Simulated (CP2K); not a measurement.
Crystal: MoS2.

```
CELL_PARAMETERS angstrom
6.38318 0.00000 0.00000
5.59554 3.07162 0.00000
5.59554 1.43483 2.71591
ATOMIC_POSITIONS crystal
Mo 0.00000 0.00000 0.00000
S 0.25000 0.25000 0.25000
S 0.75000 0.75000 0.75000
```

Measurements of this composition are mostly on another form, of space group No. 194.

Base run:

| Property | Result |
| --- | --- |
| Program | CP2K 2026.2 |
| Functional | SCAN |
| Potentials or basis | POTENTIAL_UZH Mo GTH-SCAN-q14, S GTH-SCAN-q6; TZVP-MOLOPT-SCAN-GTH basis |
| Density cutoff | 9184 eV |
| k mesh | 10 × 10 × 10 |
| Occupations | fermi-dirac, width 0.05 eV |
| Spin | no spin polarisation |

Its results: band gap on the k mesh none (metal or under the smearing width); pressure 7.7 GPa; largest force 0.999 eV/Å.

Task: The run is repeated on the same cell with these changes: functional from SCAN to TASK; ngrids from 4 to 5. What comes out?

Result: Band gap on the k mesh none (metal or under the smearing width); pressure 13.7 GPa; largest force 0.748 eV/Å.

Caveats: the cell's inner coordinates are idealised or old, which leaves forces on the atoms; the basis of atomic orbitals isn't converged, which shifts pressures, moduli and gaps; the potentials were made for another functional, which shifts forces and pressure (some runs).
